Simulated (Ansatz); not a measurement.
A single-point run of Ansatz (plane waves, PAW) on CuI (P4/nmm) from a database structure, with the lines that name the functional removed. The cell was relaxed with r2SCAN+rVV10 and then strained, so it isn't that functional's minimum.

```
Cu I
1.0
     4.05511    0.00000    0.00000
     0.00000    4.05511    0.00000
     0.00000    0.00000    6.34568
Cu I
2 2
Cartesian
  2.0276 2.0276 0.0000
  0.0000 0.0000 0.0000
  2.0276 0.0000 1.6925
  0.0000 2.0276 4.6532
```

```
Crystal: 4 atoms, lattice volume = 104.348 Å³
Basis set: ecut = 500 eV, 2679 PW (Γ)
Bands: 41, of which v1, the nominal top of the filled ones, is band 36 counted from 1 (35 counted from 0)
Symmetry: 16 space group operations
Space group: P4/nmm (ITA 129)
k-points: 30 of 144
SCF converged after 8 iterations
Free energy (F): -28319.250297 eV
Fermi energy:    8.711994 eV
--- Per-component energies (eV) ---
  E_band       = -1761.080359
  E_kinetic    = 979.138981
  E_local      = -16639.763386
  E_nonlocal   = 639.598381
  E_hartree    = 7817.555802
  E_xc         = -405.361455
  E_vxc        = -521.783989
  E_paw        = -13060.311707
  E_vpaw       = -1886.540492
  E_vtau       = 33.145514
  E_ewald      = -7649.651042
  E_core_change = -0.456110
--- Forces (eV/Å), atoms counted from 1 ---
  atom   1  Cu      0.00000      0.00000      0.00000
  atom   2  Cu      0.00000      0.00000      0.00000
  atom   3  I       0.00000      0.00000    -0.01219
  atom   4  I       0.00000      0.00000      0.01219
--- Stress (GPa, compression-positive) ---
        1.087129       0.000000       0.000000
        0.000000       1.087129       0.000000
        0.000000       0.000000       1.027779
  P = ⅓ Tr σ = 1.0673 GPa (10.673 kbar)
--- Band table (eV; the first three rows and the last of 30) ---
  k-point 0: bands = […, 7.2709, 7.2709, 7.5095, 7.8326, 8.7120, 8.7120, 10.7878, 12.1371, 12.3817, 13.9751, …]
  k-point 1: bands = […, 7.3110, 7.3110, 7.5066, 7.5095, 8.5233, 8.5233, 11.5610, 12.2473, 12.5664, 13.8073, …]
  k-point 2: bands = […, 7.2566, 7.3670, 7.3670, 7.5095, 8.3252, 8.3252, 12.4132, 12.5722, 12.6880, 13.3909, …]
  k-point 29: bands = […, 6.8758, 6.8758, 6.9759, 6.9759, 7.6860, 7.6860, 13.1164, 13.1164, 13.2679, 13.2679, …]
```

bands.tsv, columns around the gap (it counts bands from 0):
```tsv
# k_distance	band_31	band_32	band_33	band_34	band_35	band_36	band_37	band_38	band_39
# fermi_ev = 8.711994
# [0, 0, 0] at k_distance = 0.000000
# [0, 0.5, 0] at k_distance = 0.774724
# [0.5, 0.5, 0] at k_distance = 1.549449
# [0, 0, 0.5] at k_distance = 2.751736
# [0, 0.5, 0.5] at k_distance = 3.526461
# [0.5, 0.5, 0.5] at k_distance = 4.301185
# levels_relative_to = fermi_ev
0.000	-1.441	-1.202	-0.879	0.000	0.000	2.076	3.425	3.670	5.263
0.775	-1.955	-1.181	-1.181	-0.532	-0.532	4.168	4.168	5.233	5.233
1.549	-1.748	-1.736	-1.736	-1.128	-1.128	2.838	2.838	2.949	2.949
2.752	-1.345	-1.345	-1.202	-0.387	-0.387	3.701	3.860	3.976	4.679
3.526	-1.963	-0.757	-0.757	-0.499	-0.499	2.608	2.608	5.585	5.585
4.301	-1.836	-1.736	-1.736	-1.026	-1.026	4.404	4.404	4.556	4.556
```
In order the rows are Γ, X, M, Z, R, A.

Q: Which functional gave these numbers?
A. PBE
B. DDH-PBE0
C. r2SCAN
D. LDA

A: C. r2SCAN. The term E_vtau belongs to a meta-GGA, which reads the kinetic-energy density. There is no exchange loop, so no exact exchange. With r2SCAN the gap is 2.08 eV and direct, at Γ. The log narrows the family; the member has to be judged from the numbers.

Command: `ansatz run input.yaml --threads 4 --pin off --max-ram 4608MiB --backend cpu --events-out ev --progress --plain --runs-dir out`. Wall time 5.4 s on 4 threads of Intel(R) Xeon(R) Platinum 8259CL CPU @ 2.50GHz (Skylake/Cascade Lake) (shared host), load about 0.5 per core; peak host memory 0.72 GiB.

Spin-unpolarised throughout; all numbers are computed.

No spin-orbit coupling is included; it can move band edges with weight on the heavy atoms by tenths of an eV.
